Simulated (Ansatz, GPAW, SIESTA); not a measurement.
# One calculation of InSe, 4 ways

```
CELL_PARAMETERS angstrom
2.00000 1.15470 8.44000
-2.00000 1.15470 8.44000
0.00000 -2.30940 8.44000
ATOMIC_POSITIONS crystal
In 0.90263 0.88376 0.88154
In 0.98127 0.99704 0.01686
Se 0.15968 0.17080 0.18013
Se 0.38667 0.37250 0.38690
```

Atoms were shifted at random by some hundredths of an Å from the given cell, which wasn't relaxed again for these runs.

Alike in all runs: task single point; functional PBEsol; k mesh 8 × 8 × 8; occupations fermi-dirac, width 0.05 eV; no spin polarisation; no spin-orbit coupling. Pressure is positive in compression and, in plane waves, holds the error of the finite cutoff, which Ansatz's Pulay term estimates and takes out.

```json
{"program and potentials": "Ansatz, Ansatz PAW", "plane-wave cutoff (eV)": "420", "notes": "potentials made for PBE, which Ansatz adapts in part; 14.5 valence electrons an atom on average; Pulay term of +0.03 GPa included", "band gap (eV)": "0.44", "pressure (GPa)": "-0.05", "largest force (eV/Å)": "0.463", "energy over the undisturbed cell (meV/atom)": "8.03"}
{"program and potentials": "SIESTA, files PseudoDojo sr-pbesol-0.4.1-standard, DZP (energy shift 0.003 Ry; two zetas on semicore shells)", "plane-wave cutoff (eV)": "-", "notes": "atomic basis; 14.5 valence electrons an atom on average", "band gap (eV)": "0.43", "pressure (GPa)": "0.88", "largest force (eV/Å)": "0.562", "energy over the undisturbed cell (meV/atom)": "5.26"}
{"program and potentials": "Ansatz, all-electron LAPW, scalar-relativistic", "plane-wave cutoff (eV)": "-", "notes": "-", "band gap (eV)": "0.44", "pressure (GPa)": "-0.03", "largest force (eV/Å)": "0.462", "energy over the undisturbed cell (meV/atom)": "-"}
{"program and potentials": "GPAW, PAW data sets generated for this functional", "plane-wave cutoff (eV)": "600", "notes": "9.5 valence electrons an atom on average", "band gap (eV)": "0.43", "pressure (GPa)": "-0.28", "largest force (eV/Å)": "0.453", "energy over the undisturbed cell (meV/atom)": "-"}
```

Force on atom 1 (In), eV/Å:

```csv
program and potentials,x,y,z
"Ansatz, Ansatz PAW",-0.219,-0.271,-0.304
"SIESTA, files PseudoDojo sr-pbesol-0.4.1-standard, DZP (energy shift 0.003 Ry; two zetas on semicore shells)",-0.246,-0.303,-0.087
"Ansatz, all-electron LAPW, scalar-relativistic",-0.219,-0.271,-0.303
"GPAW, PAW data sets generated for this functional",-0.220,-0.272,-0.288
```

The band gap spans 0.43 (SIESTA, files PseudoDojo sr-pbesol-0.4.1-standard, DZP (energy shift 0.003 Ry; two zetas on semicore shells)) to 0.44 eV (Ansatz, all-electron LAPW, scalar-relativistic), with all-electron results at 0.44. The pressure spans -0.28 (GPAW, PAW data sets generated for this functional) to 0.88 GPa (SIESTA, files PseudoDojo sr-pbesol-0.4.1-standard, DZP (energy shift 0.003 Ry; two zetas on semicore shells)), with all-electron results at -0.03. Spin-orbit coupling, left out here, moves the band edges of heavy atoms. Rows in atomic bases carry the error of their basis and grid, which can be large.

Differences between rows come from potentials, basis sets and numerical settings, since the functional is the same but for its coding. Runs on potential files found faulty are left out.
